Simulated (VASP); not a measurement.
# W (Im-3m) in VASP: elastic constants with PBE

Aim: the elastic constants of W with PBE.

Everything below comes from runs of VASP 6.6.1. Logs are shortened: lines on timing, memory, paths and dates and some standing lists are left out, and cuts for length are marked.

### 1 Starting point

Symmetry: Im-3m, No. 229, cubic system. The conventional cell has a = 3.165 Å, b = 3.165 Å, c = 3.165 Å, α = 90.00°, β = 90.00°, γ = 90.00°. Around W (site symmetry m-3m) lie 8 W at 2.74 Å.

### 2 Elastic constants, PBE

Input file POSCAR:

```
W
1.0
   -1.5823450000      1.5823450000      1.5823450000
    1.5823450000     -1.5823450000      1.5823450000
    1.5823450000      1.5823450000     -1.5823450000
W
1
Direct
    0.0000000000      0.0000000000      0.0000000000
```

Input file INCAR.step1:

```
PREC = Accurate ; ENCUT = 600
EDIFF = 1E-8 ; ISMEAR = 0
SIGMA = 0.1 ; LREAL = F
LASPH = T ; NELM = 100
ALGO = Normal ; ISIF = 3
LWAVE = F ; LCHARG = F
GGA = PE ; IBRION = 2
NSW = 40 ; EDIFFG = -0.002
```

Input file INCAR.step2:

```
PREC = Accurate ; ENCUT = 600
EDIFF = 1E-8 ; ISMEAR = 0
SIGMA = 0.1 ; LREAL = F
LASPH = T ; NELM = 100
ALGO = Normal ; ISIF = 3
LWAVE = F ; LCHARG = F
GGA = PE ; IBRION = 6
NFREE = 2 ; POTIM = 0.015
NSW = 1
```

Input file KPOINTS:

```
regular mesh
0
Gamma
  18 18 18
```

Potentials or basis: VASP PAW PBE potentials, release 64 (W_sv).

The run is started by

```bash
> cat potpaw_PBE.64/W_sv/POTCAR > POTCAR
> cp INCAR.step1 INCAR
> mpirun -np 1 vasp_std > vasp.out
> cp CONTCAR POSCAR
> cp INCAR.step2 INCAR
> mpirun -np 1 vasp_std > vasp.out
```

OUTCAR:

```text
PREC = Accurate
   ENCUT = 600
   EDIFF = 1E-8
   ISMEAR = 0
   LREAL = F
   LASPH = T
   NELM = 100
   ISIF = 3
   GGA = PE
   IBRION = 6
   NFREE = 2
   POTIM = 0.015
   NSW = 1

 ion  position               nearest neighbor table
   1  0.000  0.000  0.000-

  LATTYP: Found a body centered cubic cell.
 ALAT       =     3.1854833217

  Lattice vectors:

 A1 = (  -1.5927416608,   1.5927416608,   1.5927416608)
 A2 = (   1.5927416608,  -1.5927416608,   1.5927416608)
 A3 = (   1.5927416608,   1.5927416608,  -1.5927416608)

Analysis of symmetry for initial positions (statically):
=====================================================================
 Subroutine PRICEL returns:
 Original cell was already a primitive cell.

 Routine SETGRP: Setting up the symmetry group for a
 body centered cubic supercell.

 Subroutine GETGRP returns: Found 48 space group operations
 (whereof 48 operations were pure point group operations)
 out of a pool of 48 trial point group operations.

The static configuration has the point symmetry O_h .

Analysis of symmetry for dynamics (positions and initial velocities):
=====================================================================
 Subroutine PRICEL returns:
 Original cell was already a primitive cell.

 Routine SETGRP: Setting up the symmetry group for a
 body centered cubic supercell.

 Subroutine GETGRP returns: Found 48 space group operations
 (whereof 48 operations were pure point group operations)
 out of a pool of 48 trial point group operations.

The dynamic configuration has the point symmetry O_h .

 Subroutine INISYM returns: Found 48 space group operations
 (whereof 48 operations are pure point group operations),
 and found     1 'primitive' translations

----------------------------------------------------------------------------------------

                                     Primitive cell

  volume of cell :      16.1620

  direct lattice vectors                    reciprocal lattice vectors
    -1.592741661  1.592741661  1.592741661     0.000000000  0.313924105  0.313924105
     1.592741661 -1.592741661  1.592741661     0.313924105  0.000000000  0.313924105
     1.592741661  1.592741661 -1.592741661     0.313924105  0.313924105  0.000000000

  length of vectors
     2.758709480  2.758709480  2.758709480     0.443955727  0.443955727  0.443955727

  position of ions in fractional coordinates (direct lattice)
     0.000000000  0.000000000  0.000000000

  ion indices of the primitive-cell ions
   primitive index   ion index
                 1           1

----------------------------------------------------------------------------------------

 KPOINTS: regular mesh

Automatic generation of k-mesh.
 Grid dimensions read from file:
 generate k-points for:   18   18   18

 Generating k-lattice:

  Cartesian coordinates                     Fractional coordinates (reciprocal lattice)
     0.000000000  0.017440228  0.017440228     0.055555556  0.000000000 -0.000000000
     0.017440228  0.000000000  0.017440228     0.000000000  0.055555556  0.000000000
     0.017440228  0.017440228  0.000000000    -0.000000000  0.000000000  0.055555556

  Length of vectors
     0.024664207  0.024664207  0.024664207

[... 100 lines left out ...]
  ext. energy  EPLUGINS =         0.00000000
  ---------------------------------------------------
  free energy    TOTEN  =       -12.95140781 eV

  energy without entropy =      -12.94782489  energy(sigma->0) =      -12.94961635

------------------------ aborting loop because EDIFF is reached ----------------------------------------

  FORCE on cell =-STRESS in cart. coord.  units (eV):
  Direction    XX          YY          ZZ          XY          YZ          ZX
  --------------------------------------------------------------------------------------
  -------------------------------------------------------------------------------------
  Total        0.0000005      0.0000005      0.0000005      0.0000000      0.0000000     -0.0000000
  in kB        0.0000480      0.0000480      0.0000480      0.0000000      0.0000000     -0.0000000
  external PRESSURE =       0.0000480 kB  Pullay stress =       0.0000000 kB
[... 86 lines left out ...]
  FREE ENERGIE OF THE ION-ELECTRON SYSTEM (eV)
  ---------------------------------------------------
  free  energy   TOTEN  =       -12.9456950043 eV

  energy  without entropy=      -12.9424725244  energy(sigma->0) =      -12.94408376

[... ionic steps 4 to 12 ...]

--------------------------------------- Ionic step       13  -------------------------------------------

 number of electron      14.0000002 magnetization

------------------------ aborting loop because EDIFF is reached ----------------------------------------
[... 65 lines left out ...]
--------------------------------------- Ionic step       15  -------------------------------------------

 number of electron      14.0000001 magnetization

 Free energy of the ion-electron system (eV)
  ---------------------------------------------------
  ext. energy  EPLUGINS =         0.00000000
  ---------------------------------------------------
  free energy    TOTEN  =       -12.95140762 eV

  energy without entropy =      -12.94782471  energy(sigma->0) =      -12.94961617

 E-fermi :  11.1635     XC(G=0): -13.5304

 val. band max:       11.1593417537   @ k =  -0.2778   0.3333   0.2222
 cond. band min:      11.1758880498   @ k =   0.5000   0.5000   0.2222
 fundamental gap:      0.0165462962
 Fermi energy:        11.1635304003

 k-point     1 :       0.0000    0.0000    0.0000
  band No.  band energies     occupation
      1     -63.0395      2.00000
      2     -26.6297      2.00000
      3     -26.6297      2.00000
      4     -26.6297      2.00000
      5       1.6354      2.00000
      6       9.9702      2.00000
      7       9.9702      2.00000
      8       9.9702      2.00000
      9      13.3824      0.00000
     10      13.3824      0.00000
     11      25.6371      0.00000
[... 309 lines left out ...]
 k-point    24 :       0.3889    0.1111   -0.0000
  band No.  band energies     occupation
      1     -62.9164      2.00000
      2     -27.7628      2.00000
      3     -27.0561      2.00000
      4     -26.6892      2.00000
      5       5.4407      2.00000
      6       7.8379      2.00000
      7      10.5491      2.00000
      8      13.1481      0.00000
      9      14.4389      0.00000
     10      17.4248      0.00000
     11      21.8151      0.00000

 [... further k-points ...]

------------------------ aborting loop because EDIFF is reached ----------------------------------------

  FORCE on cell =-STRESS in cart. coord.  units (eV):
  Direction    XX          YY          ZZ          XY          YZ          ZX
  --------------------------------------------------------------------------------------
  -------------------------------------------------------------------------------------
  Total        0.0000314      0.0000314      0.0000314     -0.0000000     -0.0000000     -0.0000000
  in kB        0.0031161      0.0031161      0.0031161     -0.0000000     -0.0000000     -0.0000000
  external PRESSURE =       0.0031161 kB  Pullay stress =       0.0000000 kB
[... 16 lines left out ...]
  FREE ENERGIE OF THE ION-ELECTRON SYSTEM (eV)
  ---------------------------------------------------
  free  energy   TOTEN  =       -12.9514076231 eV

  energy  without entropy=      -12.9478247102  energy(sigma->0) =      -12.94961617

 INTERNAL STRAIN TENSORS FROM STRAINED CELLS
 ============================================

 INTERNAL STRAIN TENSOR FOR ION    1 for displacements in x,y,z  (eV/Angst):
          X           Y           Z          XY          YZ          ZX
  --------------------------------------------------------------------------------
  x     0.00000     0.00000    -0.00000     0.00000    -0.00000     0.00000
  y     0.00000    -0.00000     0.00000    -0.00000     0.00000     0.00000
  z    -0.00000     0.00000     0.00000     0.00000     0.00000     0.00000

 INTERNAL STRAIN TENSORS FROM DISPLACED ATOMS
 ============================================

 INTERNAL STRAIN TENSOR FOR ION    1 for displacements in x,y,z  (eV/Angst):
          X           Y           Z          XY          YZ          ZX
  --------------------------------------------------------------------------------
  x     0.00000     0.00000     0.00000     0.00000     0.00000     0.00000
  y     0.00000     0.00000     0.00000     0.00000     0.00000     0.00000
  z     0.00000     0.00000     0.00000     0.00000     0.00000     0.00000

 Eigenvectors and eigenvalues of the dynamical matrix
 ----------------------------------------------------

   1 f  =    0.000000 THz     0.000000 2PiTHz    0.000000 cm-1     0.000000 meV
             X         Y         Z           dx          dy          dz
      0.000000  0.000000  0.000000     0.948683    0.316228    0.000000

   2 f  =    0.000000 THz     0.000000 2PiTHz    0.000000 cm-1     0.000000 meV
             X         Y         Z           dx          dy          dz
      0.000000  0.000000  0.000000     0.316228   -0.948683    0.000000

   3 f  =    0.000000 THz     0.000000 2PiTHz    0.000000 cm-1     0.000000 meV
             X         Y         Z           dx          dy          dz
      0.000000  0.000000  0.000000     0.000000    0.000000    1.000000

--------------------------------------------------------------------------------------------------------

 ELASTIC MODULI CONTR FROM IONIC RELAXATION (kBar)
 Direction    XX          YY          ZZ          XY          YZ          ZX
 --------------------------------------------------------------------------------
 XX           0.0000      0.0000      0.0000      0.0000      0.0000      0.0000
 YY           0.0000      0.0000      0.0000      0.0000      0.0000      0.0000
 ZZ           0.0000      0.0000      0.0000      0.0000      0.0000      0.0000
 XY           0.0000      0.0000      0.0000      0.0000      0.0000      0.0000
 YZ           0.0000      0.0000      0.0000      0.0000      0.0000      0.0000
 ZX           0.0000      0.0000      0.0000      0.0000      0.0000      0.0000
 --------------------------------------------------------------------------------

 TOTAL ELASTIC MODULI (kBar)
 Direction    XX          YY          ZZ          XY          YZ          ZX
 --------------------------------------------------------------------------------
 XX        4892.6245   2155.7691   2155.7691      0.0000      0.0000      0.0000
 YY        2155.7691   4892.6245   2155.7691      0.0000     -0.0000     -0.0000
 ZZ        2155.7691   2155.7691   4892.6245      0.0000     -0.0000      0.0000
 XY           0.0000      0.0000      0.0000   1392.3321      0.0000      0.0000
 YZ           0.0000     -0.0000     -0.0000      0.0000   1392.3321      0.0000
 ZX           0.0000     -0.0000      0.0000      0.0000      0.0000   1392.3321
 --------------------------------------------------------------------------------
```

It took 13 min on 1 thread of Intel Xeon Platinum 8488C (Sapphire Rapids), shared host; peak memory 0.66 GiB.

Results:

* Relaxed volume: 16.16 Å³/atom
* Relaxed cell: a = 2.759 Å, b = 2.759 Å, c = 2.759 Å, α = 109.47°, β = 109.47°, γ = 109.47°
* Space group after relaxing (to 0.05 Å): Im-3m (No. 229)
* Elastic constants C11, C12, C44: 489, 216, 139 GPa
* Voigt bulk modulus: 307 GPa

Step by step:
| step | energy change (eV) | largest force (eV/Å) | pressure (GPa) | volume (Å³) |
| --- | --- | --- | --- | --- |
| 1 | 0.0000 | 0.0000 | 6.29 | 15.85 |
| 2 | 0.0637 | 0.0000 | -18.16 | 17.32 |
| 3 | -0.0060 | 0.0000 | -0.18 | 16.17 |
| 4 | -0.0060 | 0.0000 | 0.00 | 16.16 |

Final structure:
```
W
1.0
    -1.59274    1.59274    1.59274
     1.59274   -1.59274    1.59274
     1.59274    1.59274   -1.59274
W
1
Direct
  0.00000 0.00000 0.00000
```

Elastic tensor in Voigt notation (GPa, in the Cartesian axes of the cell as first typed):
```
489 216 216   0   0   0
216 489 216   0   0   0
216 216 489   0   0   0
  0   0   0 139   0   0
  0   0   0   0 139   0
  0   0   0   0   0 139
```

Clamped-ion elastic tensor (GPa):
```
489 216 216   0   0   0
216 489 216   0   0   0
216 216 489   0   0   0
  0   0   0 139   0   0
  0   0   0   0 139   0
  0   0   0   0   0 139
```

The run has no spin-orbit coupling, so splittings on W are missing.
